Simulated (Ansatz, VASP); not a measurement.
**One calculation of Rh, two programs**

INCAR

```
  PREC = Accurate
  ENCUT = 520
  EDIFF = 1E-6
  ISMEAR = 0
  SIGMA = 0.15
  LREAL = False
  LASPH = True
  NELM = 80
  ALGO = Normal
  ISIF = 2
  LWAVE = False
  LCHARG = False
  GGA = CA
  NBANDS = 14
```

The input KPOINTS:

```
Automatic mesh
0
Gamma
  22 22 22
```

File POSCAR:

```
Rh
1.0
    0.0000000000      1.9015500000      1.9015500000
    1.9015500000      0.0000000000      1.9015500000
    1.9015500000      1.9015500000      0.0000000000
Rh
1
Direct
    0.0000000000      0.0000000000      0.0000000000
```

Input for Ansatz:

```yaml
crystal:
  lattice:
    - [0.0, 1.90155, 1.90155]
    - [1.90155, 0.0, 1.90155]
    - [1.90155, 1.90155, 0.0]
  atoms:
    - { symbol: Rh, position: [0.0, 0.0, 0.0] }
basis:
  ecutwfc: 420
kpoints:
  mp_grid: { grid: [22, 22, 22] }
hamiltonian:
  xc: lda
scf:
  occupations: { method: gaussian, width: 0.15 }
output:
  forces: true
  stress: true
  eigenvalues: true
  write_density: true
  write_potential: true
  elf: true
  volumetric_format: npy
```

Alike in both runs: task single point; functional LDA; k mesh 22 × 22 × 22; occupations gaussian, width 0.15 eV; no spin polarisation.

|  | VASP | Ansatz |
| --- | --- | --- |
| version | VASP 6.6.1 | Ansatz 0.2.0 |
| potentials or method | VASP PAW LDA potentials, release 64 (Rh_pv) | scalar-relativistic, plane waves, PAW |
| plane-wave cutoff (eV) | 520 | 420 |
| valence electrons in the cell | 15 | 17 |

```csv
,VASP,Ansatz,Ansatz less VASP
gap on the k mesh at the Fermi level (eV),none,none,-
pressure (GPa),-10.4,-11.2,-0.80
```

A gap of «none» marks a metal or a gap that the smearing closes. The two sets of potentials don't hold the same shells in valence.
